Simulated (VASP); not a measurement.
# CdTe (F-43m) in VASP: settings compared, part 2 of 2

VASP 6.6.1. Earlier steps stand in the parts before.

## Step 4: Relaxation of cell and atoms, PBE

File INCAR:

```
  ALGO = Normal
  EDIFF = 1E-6
  EDIFFG = -0.01
  ENCUT = 600
  GGA = PE
  IBRION = 2
  ISIF = 3
  ISMEAR = 0
  LASPH = True
  LCHARG = False
  LREAL = False
  LWAVE = False
  NELM = 80
  NSW = 90
  PREC = Accurate
  SIGMA = 0.03
```

File KPOINTS:

```
k-points
0
Gamma
  8 8 8
```

File POSCAR:

```
CdTe
1.0
    0.0000000000      3.2050000000      3.2050000000
    3.2050000000      0.0000000000      3.2050000000
    3.2050000000      3.2050000000      0.0000000000
Cd Te
1 1
Direct
    0.0000000000      0.0000000000      0.0000000000
    0.2500000000      0.2500000000      0.2500000000
```

Command:

```console
$ cat potpaw_PBE.64/Cd/POTCAR potpaw_PBE.64/Te/POTCAR > POTCAR
$ mpirun -np 1 vasp_std > vasp.out
```

Run time: 69 s. Hardware: 1 thread of Intel Xeon Platinum 8488C (Sapphire Rapids), shared host; peak memory 0.23 GiB.

Results (log left out):

| Item | Value |
| --- | --- |
| Free energy | -4.8104 eV |
| Relaxed volume | 36.30 Å³/atom |
| Relaxed cell | a = 4.683 Å, b = 4.683 Å, c = 4.683 Å, α = 60.00°, β = 60.00°, γ = 60.00° |
| Space group after relaxing (to 0.05 Å) | F-43m (No. 216) |
| Energy gained by relaxing | 42.0 meV/atom |
| Ionic steps | 3 |
| Pressure after relaxing | 0.0 GPa |
| Band gap on the k mesh | 0.58 eV, direct |

Step by step:
| step | energy change (eV) | largest force (eV/Å) | pressure (GPa) | volume (Å³) |
| --- | --- | --- | --- | --- |
| 1 | 0.0000 | 0.0000 | 4.35 | 65.84 |
| 2 | -0.0777 | 0.0000 | -0.93 | 74.74 |
| 3 | -0.0840 | 0.0000 | 0.02 | 72.60 |

Final structure:
```yaml
crystal:
  lattice:
    - [0.00000, 3.31114, 3.31114]
    - [3.31114, 0.00000, 3.31114]
    - [3.31114, 3.31114, 0.00000]
  atoms:
    - { symbol: Cd, position: [0.00000, 0.00000, 0.00000] }
    - { symbol: Te, position: [0.25000, 0.25000, 0.25000] }
```

Levels at points of the mesh, in eV from the valence-band top:
| k point | band 6 | band 7 | band 8 | band 9 | band 10 | band 11 | band 12 | band 13 |
| --- | --- | --- | --- | --- | --- | --- | --- | --- |
| (0.00, 0.00, 0.00) | -7.87 | 0.00 | 0.00 | 0.00 | 0.58 | 4.64 | 4.64 | 4.64 |
| (0.50, 0.00, 0.00) | -7.57 | -4.07 | -0.68 | -0.68 | 1.75 | 5.21 | 5.21 | 7.01 |
| (0.50, 0.50, 0.00) | -7.45 | -4.00 | -1.65 | -1.65 | 2.67 | 2.74 | 8.50 | 8.80 |

Caveat: spin-orbit coupling is left out, which moves the levels of the heavy elements; the volume moved by +10 % from the deposited cell, more than functionals usually miss.

## Step 5: Relaxation of cell and atoms, PBE

This run uses another cell than the first one, of 36.30 Å³/atom, 1.103 times its volume.

Edit INCAR of step 4 so:

```diff
@@ -1,4 +1,4 @@
   ALGO = Normal
-  EDIFF = 1E-6
-  EDIFFG = -0.01
+  EDIFF = 1E-7
+  EDIFFG = -0.005
   ENCUT = 600
```

KPOINTS is that of step 4.

File POSCAR:

```
CdTe                                    
1.0
   -0.0000000000      3.3111409341      3.3111409341
    3.3111409341     -0.0000000000      3.3111409341
    3.3111409341      3.3111409341      0.0000000000
  Cd              Te            
     1     1
Direct
     0.0000000000000000    0.0000000000000000    0.0000000000000000
     0.2500000000000000    0.2500000000000000    0.2500000000000000
```

Command:

```console
$ cat potpaw_PBE.64/Cd/POTCAR potpaw_PBE.64/Te/POTCAR > POTCAR
$ mpirun -np 1 vasp_std > vasp.out
```

Run time: 49 s. Hardware: 1 thread of Intel Xeon Platinum 8488C (Sapphire Rapids), shared host; peak memory 0.25 GiB.

It converged, with:

| Item | Value |
| --- | --- |
| Free energy | -4.8118 eV |
| Pressure after relaxing | 0.0 GPa |
| Band gap on the k mesh | 0.58 eV, direct |

Final structure:
```xyz
2
Lattice="0.0000 3.3111 3.3111 3.3111 0.0000 3.3111 3.3111 3.3111 0.0000" Properties=species:S:1:pos:R:3 pbc="T T T"
Cd    0.0000    0.0000    0.0000
Te    1.6556    1.6556    1.6556
```

Levels at points of the mesh, in eV from the valence-band top:
```
           k point  band 6  band 7  band 8  band 9  band 10  band 11  band 12  band 13
(0.00, 0.00, 0.00)   -7.87    0.00    0.00    0.00     0.58     4.64     4.64     4.64
(0.50, 0.00, 0.00)   -7.57   -4.07   -0.68   -0.68     1.75     5.21     5.21     7.01
(0.50, 0.50, 0.00)   -7.45   -4.00   -1.65   -1.65     2.67     2.74     8.50     8.80
```

Caveat: the relaxation stopped at its first step, so nothing moved; spin-orbit coupling is left out, which moves the levels of the heavy elements.

## Step 6: Relaxation of cell and atoms, PBEsol

File INCAR:

```
ALGO = Normal
EDIFF = 1E-6
EDIFFG = -0.01
ENCUT = 600
GGA = PS
IBRION = 2
ISIF = 3
ISMEAR = 0
LASPH = T
LCHARG = F
LREAL = F
LWAVE = F
NELM = 80
NSW = 90
PREC = Accurate
SIGMA = 0.03
```

KPOINTS is that of step 5.

File POSCAR:

```
CdTe
1.0
    0.0000000000      3.2050000000      3.2050000000
    3.2050000000      0.0000000000      3.2050000000
    3.2050000000      3.2050000000      0.0000000000
Cd Te
1 1
Direct
    0.0000000000      0.0000000000      0.0000000000
    0.2500000000      0.2500000000      0.2500000000
```

Potentials or basis: VASP PAW PBE potentials, release 64 (Cd, Te).

Command:

```console
$ cat potpaw_PBE.64/Cd/POTCAR potpaw_PBE.64/Te/POTCAR > POTCAR
$ mpirun -np 1 vasp_std > vasp.out
```

It took 65 s on 1 thread of Intel Xeon Platinum 8259CL at 2.50GHz (Skylake/Cascade Lake), shared host; peak memory 0.24 GiB.

Results (log left out):

| Property | Result |
| --- | --- |
| Free energy | -5.4888 eV |
| Relaxed volume | 34.26 Å³/atom |
| Relaxed cell | a = 4.593 Å, b = 4.593 Å, c = 4.593 Å, α = 60.00°, β = 60.00°, γ = 60.00° |
| Space group after relaxing (to 0.05 Å) | F-43m (No. 216) |
| Energy gained by relaxing | 7.3 meV/atom |
| Ionic steps | 3 |
| Pressure after relaxing | 0.0 GPa |
| Band gap on the k mesh | 0.64 eV, direct |

Step by step:
```
step  energy change (eV)  largest force (eV/Å)  pressure (GPa)  volume (Å³)
   1              0.0000                0.0000            1.81        65.84
   2             -0.0129                0.0000           -0.54        69.46
   3             -0.0145                0.0000            0.00        68.52
```

Final structure:
```xyz
2
Lattice="0.0000 3.2478 3.2478 3.2478 0.0000 3.2478 3.2478 3.2478 0.0000" Properties=species:S:1:pos:R:3 pbc="T T T"
Cd    0.0000    0.0000    0.0000
Te    1.6239    1.6239    1.6239
```

Levels at points of the mesh, in eV from the valence-band top:
```csv
k point,band 7,band 8,band 9,band 10,band 11,band 12
"(0.00, 0.00, 0.00)",0.00,0.00,0.00,0.64,4.55,4.55
"(0.50, 0.00, 0.00)",-4.44,-0.77,-0.77,1.73,5.13,5.13
"(0.50, 0.50, 0.00)",-4.32,-1.86,-1.86,2.51,2.60,8.69
```

Caveat: the PAW data sets were made with another functional, which shifts forces and pressure a little; spin-orbit coupling is left out, which moves the levels of the heavy elements.

## Step 7: The runs side by side

| level | gap on the mesh (eV) | pressure (GPa) |
| --- | --- | --- |
| r2SCAN | 1.15 | 0.0 |
| PBE | 0.58 | 0.0 |
| PBEsol | 0.64 | 0.0 |

Alike in all rows: task relaxation of cell and atoms; potentials or basis VASP PAW PBE potentials, release 64 (Cd, Te); no spin polarisation; cell relaxed; k mesh 8 × 8 × 8; cutoff (eV) 600; smearing gaussian 0.03 eV.

Caveats: spin-orbit coupling is left out, which moves the levels of the heavy elements; the relaxation stopped at its first step, so nothing moved (some runs); the PAW data sets were made with another functional, which shifts forces and pressure a little (some runs).

Absolute energies hang on the potentials; compare differences alone.
